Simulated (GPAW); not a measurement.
Runs of GPAW 26.7.0 on CoO. The structure is cubic, space group Fm-3m (No. 225). The conventional cell has a = 4.263 Å, b = 4.263 Å, c = 4.263 Å, α = 90.00°, β = 90.00°, γ = 90.00°. Co (site symmetry m-3m) is surrounded by 6 O at 2.13 Å. O (site symmetry m-3m) has 6 Co at 2.13 Å as nearest neighbours. 

```tsv
task	level	potentials or basis	cell	cutoff (eV)	optimizer	fmax	max steps	target pressure	convergence	gap on the mesh (eV)	pressure (GPa)	moment (μB)
relaxation of cell and atoms	PBEsol	PAW data sets generated in the run's folder for this functional, pw	relaxed to 30 GPa	800	BFGS	0.02 eV/Å	60	30 GPa	density=1e-05 forces=0.0001	none	30.0	(a)
relaxation of cell and atoms	PBEsol	PAW data sets generated in the run's folder for this functional, pw	relaxed to 20 GPa	800	BFGS	0.02 eV/Å	60	20 GPa	density=1e-05 forces=0.0001	none	19.8	2.06
magnons	LDA	the program's PAW data sets (release 1.2.1) made for this functional, pw	Fm-3m, 9.68 Å³/atom	650	-	-	-	-	-	none	-	2.84
magnons	LDA	the program's PAW data sets (release 1.2.1) made for this functional, pw	Fm-3m, 9.88 Å³/atom	650	-	-	-	-	-	none	-	(b)
relaxation of cell and atoms	PBEsol	PAW data sets generated in the run's folder for this functional, pw	relaxed to 2 GPa	800	BFGS	0.02 eV/Å	60	2 GPa	density=1e-05 forces=0.0001	none	1.9	2.74
```

Alike in all rows: spin collinear, ferromagnetic start; k mesh 9 × 9 × 9; smearing fermi-dirac 0.05 eV.

Question: Estimate the missing entries.

Answer: (a) 1.93; (b) 2.92.

Caveats: a cell with one magnetic atom can't hold antiferromagnetic order, which such compounds often take; semilocal functionals often make such compounds metallic where correlation or magnetic order opens a gap, which also shifts bond lengths; each step starts from the last one's moments, so a moment once lost doesn't come back (some runs); later steps reuse the first step's grids (some runs); the volume moved by over 15 % at a fixed basis, so the end points are rough (some runs); the number of bands moves the energies at small q by some ten meV (some runs); the exchange constants hang on this mesh and on the site radius (some runs).

A gap of «none» marks a metal or a gap under the smearing width.
